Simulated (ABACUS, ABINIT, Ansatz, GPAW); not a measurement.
# One calculation of AlCu3, 4 ways

```
Cu Al
1.0
     0.00000    2.88801    2.88801
     2.88801    0.00000    2.88801
     2.88801    2.88801    0.00000
Cu Al
3 1
Cartesian
  4.3320 4.3320 4.3320
  1.4440 1.4440 1.4440
  2.8880 2.8880 2.8880
  0.0000 0.0000 0.0000
```

The cell comes from a database or a generator and needn't be the stable form of this composition.

Alike in all runs: task single point; functional PBEsol; k mesh 8 × 8 × 8; occupations fermi-dirac, width 0.05 eV; no spin polarisation; no spin-orbit coupling. Pressure is positive in compression and, in plane waves, holds the error of the finite cutoff.

```csv
program and potentials,plane-wave cutoff (eV),notes,band gap (eV),pressure (GPa)
"ABACUS, PseudoDojo NC SR 0.4.1 PBEsol standard, plane waves",1252,15 valence electrons an atom on average,no gap,-1.00
"Ansatz, all-electron LAPW, scalar-relativistic",-,-,no gap,-0.77
"GPAW, PAW data sets generated for this functional",600,9 valence electrons an atom on average; this data set often lies off other programs,no gap,0.70
"ABINIT, PseudoDojo NC SR PBEsol v0.4.1 standard",1252,15 valence electrons an atom on average,?,?
```

Task: Estimate from the other rows what the run with ABINIT, PseudoDojo NC SR PBEsol v0.4.1 standard gave.

Result: No band gap; pressure -1.02 GPa. The other rows, which needn't bracket it: pressure -1.00 to 0.70.
